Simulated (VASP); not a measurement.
Crystal: Ho.

```
Ho
1.0
     0.00000    2.49425    2.49425
     2.49425    0.00000    2.49425
     2.49425    2.49425    0.00000
Ho
1
Direct
  0.00000 0.00000 0.00000
```

This isn't the form of Ho at room conditions, which is hcp.

- Program: VASP 6.6.1
- Task: single point
- Functional: PBE
- Potentials or basis: VASP PAW PBE potentials, release 64 (Ho)
- Cutoff: 520 eV
- k mesh: 9 × 9 × 9
- Occupations: fermi-dirac, width 0.05 eV
- Spin: collinear spin, ferromagnetic start
- Starting moments: [4.0] μB

On this cell: pressure 2.8 GPa; net moment 3.63 μB per cell; site moments Ho +3.49 μB; band gap on the k mesh none (metal or under the smearing width).

The same run follows on a disturbed copy (cell strained at random at fixed volume):

```
Ho
1.0
    -0.03745    2.50988    2.50048
     2.44588    0.02976    2.43327
     2.51662    2.51341   -0.04099
Ho
1
Direct
  0.00295 0.99095 0.01476
```

Question: What does the disturbed cell give?

Answer: The energy (extrapolated to zero smearing) moves by -7.1 meV/atom; pressure 2.8 GPa; net moment 3.69 μB per cell; site moments Ho +3.53 μB; band gap on the k mesh none (metal or under the smearing width).

Stress tensor (GPa, compression positive):
```
 2.83 -0.32  1.34
-0.32  2.73 -0.25
 1.34 -0.25  2.90
```

The energy falls, though the first cell shows no forces: that form is unstable against this distortion, unless noise or another electronic state is at work.

Caveats: the magnetic or orbital state may not be the lowest; spin-orbit coupling is left out, which moves the levels of the heavy elements.
